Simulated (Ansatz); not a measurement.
## Stress against strain in ZrS2

```yaml
crystal:
  lattice:
    - [3.63000, 0.00000, 0.00000]
    - [-1.81500, 3.14367, 0.00000]
    - [0.00000, 0.00000, 5.85000]
  atoms:
    - { symbol: Zr, position: [0.00000, 0.00000, 0.00000] }
    - { symbol: S, position: [0.33333, 0.66667, 0.24920] }
    - { symbol: S, position: [0.66667, 0.33333, 0.75080] }
```

Atom numbers follow the list: Zr1, S2, S3.

The conventional cell has a = 3.630 Å, b = 3.630 Å, c = 5.850 Å, α = 90.00°, β = 90.00°, γ = 120.00°. Zr (atom 1) has 6 S at 2.55 Å as nearest neighbours. S (atom 2) has 3 Zr at 2.55 Å as nearest neighbours.

The cell is COD entry 5910006, as deposited and not checked against the literature; nothing was relaxed.

Level of theory: DFT, PBEsol, all-electron LAPW, scalar-relativistic (Ansatz 0.2.0).

Numerical set-up: a Γ-centred 10×10×5 k mesh, Fermi–Dirac smearing of 0.01 eV, basis error target 1 meV/atom, no spin polarisation.

The strain is applied along the Cartesian axes of the cell as listed (the other components stay zero). Fractional coordinates are held (clamped ions).

σ is the change of stress from the unstrained cell, which is at -0.36 GPa; tension is positive, so slopes are stress–strain coefficients at that pressure.

Only quantities that a quadratic follows smoothly over the whole series are listed; rougher ones are left out.

```
    εzz  σzz (GPa)  σxx (GPa)
-0.0300      -3.98      -2.22
-0.0100      -1.29      -0.69
 0.0000       0.00       0.00
 0.0100       1.26       0.65
 0.0200       2.49       1.26
 0.0300       3.69       1.83
```

Problem. Fit the series and read off the stiffness at zero strain.

Solution. Least-squares fits y = p0 + p1 x + p2 x² to the rows give σzz (GPa): p1 = 128, p2 = -160; σxx (GPa): p1 = 67.4, p2 = -220. So C33 = 128 GPa and C13 = 67 GPa, for these axes.

Problem. One run, at εzz = -0.0200, is withheld. Predict its row.

Solution. The fits give -2.62, -1.44; the run gave -2.62, -1.43.
